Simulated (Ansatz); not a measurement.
**AlN (Fm-3m): equation of state**

One table from this session's results is given with a row withheld; the runs are named, their logs left out.

Method: DFT PBE, scalar-relativistic, plane waves, PAW, in Ansatz 0.2.0.

4 further runs of the same task are left out: 1 that didn't finish, 3 set aside as unsound or not needed.

### The system as given

It takes space group Fm-3m (No. 225, cubic). The conventional cell has a = 4.071 Å, b = 4.071 Å, c = 4.071 Å, α = 90.00°, β = 90.00°, γ = 90.00°. Around Al (site symmetry m-3m) lie 6 N at 2.04 Å. Around N (site symmetry m-3m) lie 6 Al at 2.04 Å.

Coordinates:

```
Al N
1.0
     0.00000    2.03527    2.03527
     2.03527    0.00000    2.03527
     2.03527    2.03527    0.00000
Al N
1 1
Direct
  0.00000 0.00000 0.00000
  0.50000 0.50000 0.50000
```

An earlier run at PBE left this cell at 8.431 Å³/atom and 0.00 GPa (14×14×14 mesh).

Volume factors to run: 0.980, 1.020, 0.960, 1.040.

Set-up of the first run:

Contents of input.yaml:

```yaml
crystal:
  lattice:
    - [0.0, 2.0216113538, 2.0216113538]
    - [2.0216113538, 0.0, 2.0216113538]
    - [2.0216113538, 2.0216113538, 0.0]
  atoms:
    - { symbol: Al, position: [0.0, 0.0, 0.0] }
    - { symbol: "N", position: [0.5, 0.5, 0.5] }
basis:
  ecutwfc: 420
  ecutrho_ratio: 4
kpoints:
  mp_grid: { grid: [14, 14, 14] }
hamiltonian:
  xc: pbe
scf:
  occupations: { method: gaussian, width: 0.05 }
output:
  forces: true
  stress: true
  eigenvalues: true
```

The run is started by

```console
> ansatz run input.yaml --threads 2 --pin off --max-ram 2662MiB --backend cpu --events-out ev --progress --plain --runs-dir out
```

Among the steps run: Volume × 0.980; Scaling the volume by 1.020; Scaling the volume by 0.960; Scaling the volume by 1.040.

One of the session's tables, all rows but one given; the rest of the session is left out.

It belongs to the step «Energy and pressure against volume». 

| volume (Å³/atom) | energy (meV/atom) | pressure (GPa) | gap (eV) |
| --- | --- | --- | --- |
| 8.094 | 11.35 | 11.16 | 4.83 |
| 8.262 | ? | ? | ? |
| 8.431 | 0.00 | 0.00 | 4.44 |
| 8.599 | 2.55 | -4.79 | 4.25 |
| 8.768 | 9.94 | -9.13 | 4.07 |

Estimate the missing values for volume (Å³/atom) = 8.262.

Worked estimate for «energy (meV/atom)». A straight line through the neighbours (8.094, 11.35) and (8.431, 0.00) gives 11.35 + (0.00 − 11.35) × (8.262 − 8.094) / (8.431 − 8.094) = 5.69; a parabola fitted to 3 rows on both sides gives 2.94.

The run gave: energy (meV/atom): 2.76; pressure (GPa): 5.30; gap (eV): 4.63. In «energy (meV/atom)» the line misses by +2.93 and the parabola by +0.18.
